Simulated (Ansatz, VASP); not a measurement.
## TiSi2: VASP beside Ansatz

```
Ti Si
1.0
     0.00000    4.11752    4.26290
     2.38951    0.00000    4.26290
     2.38951    4.11752    0.00000
Ti Si
2 4
Direct
  0.75000 0.75000 0.75000
  0.50000 0.50000 0.50000
  0.41257 0.08743 0.41257
  0.08743 0.41257 0.08743
  0.16257 0.83743 0.16257
  0.83743 0.16257 0.83743
```

The cell is a database's computed one.

Alike in both runs: task band structure; functional PBE; k mesh 5 × 5 × 5; occupations fermi-dirac, width 0.05 eV; no spin polarisation.

|  | VASP | Ansatz |
| --- | --- | --- |
| version | VASP 6.6.1 | Ansatz 0.2.0 |
| potentials or method | VASP PAW PBE potentials, release 54 (Ti, Si) | Ansatz PAW |
| plane-wave cutoff (eV) | 600 | 420 |
| valence electrons in the cell | 24 | 40 |

```tsv
	VASP	Ansatz	Ansatz less VASP
gap on the k mesh at the Fermi level (eV)	none	none	-
pressure (GPa)	1.9	2.1	+0.17
largest component of the traceless stress (GPa)	1.68	1.52	-0.167
rms of the force components (eV/Å)	0.015	0.016	+0.0014
```

Atom by atom the forces differ by 0.001 eV/Å (rms over components). A gap of «none» marks a metal or a gap that the smearing closes. The two sets of potentials don't hold the same shells in valence.
